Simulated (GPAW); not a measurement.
CuO:

```
Cu O
1.0
     3.17953    0.00000    0.00000
    -1.58977    2.75356    0.00000
     0.00000    0.00000    4.43149
Cu O
2 2
Direct
  0.00000 0.00000 0.00000
  0.00000 0.00000 0.50000
  0.33333 0.66667 0.25000
  0.66667 0.33333 0.75000
```

Measurements of this composition are mostly on another form, of space group No. 15.

```yaml
Program: GPAW 26.7.0
Task: relaxation of cell and atoms
Functional: RPBE
Dispersion: D3
Potentials_or_basis: the program's PAW data sets (release 1.2.1) made for this functional
Cutoff: 800 eV
Basis: pw
k_mesh: 6 × 6 × 4
Occupations: fermi-dirac, width 0.05 eV
Spin: no spin polarisation
```

At the start: pressure 5.9 GPa; volume 9.70 Å³/atom.

Task: How do energy, volume and symmetry change on relaxing?

Result: Over 10 steps the energy falls by 167.3 meV/atom; space group P6_3/mmc (No. 194, to 0.05 Å).

Step by step:
```tsv
step	energy change (eV)	largest force (eV/Å)	pressure (GPa)	volume (Å³)
1	0.0000	0.0000	5.86	38.80
2	-0.0752	0.0000	4.70	38.95
3	-0.4280	0.0000	-1.31	39.79
4	-0.5963	0.0001	-5.47	40.49
5	-0.6284	0.0001	-6.59	40.64
6	-0.6401	0.0001	-6.34	40.49
7	-0.6569	0.0001	-4.64	39.93
8	-0.6668	0.0000	-1.90	39.20
9	-0.6689	0.0001	-0.18	38.83
10	-0.6693	0.0001	0.07	38.79
```

Final structure:
```cif
data_structure
_symmetry_space_group_name_H-M 'P 1'
_symmetry_Int_Tables_number 1
_cell_length_a 2.9689
_cell_length_b 2.9689
_cell_length_c 5.0820
_cell_angle_alpha 90.000
_cell_angle_beta 90.000
_cell_angle_gamma 120.000
_cell_volume 38.79
loop_
_atom_site_label
_atom_site_type_symbol
_atom_site_fract_x
_atom_site_fract_y
_atom_site_fract_z
_atom_site_occupancy
Cu1 Cu 0.00000 0.00000 0.00000 1
Cu2 Cu 0.00000 0.00000 0.50000 1
O1 O 0.33333 0.66667 0.25001 1
O2 O 0.66667 0.33333 0.74999 1
```

Caveat: the k mesh is coarse (spacing up to 0.38 Å⁻¹), so the values aren't converged; with this Cu data set, volumes or pressures lay over 1.5 % or 2 GPa off other programs in two to four cells of ten; later steps reuse the first step's grids; the run has no spin polarisation, though such a crystal can be magnetic; pairwise dispersion overbinds metals, which lowers pressure and volume.
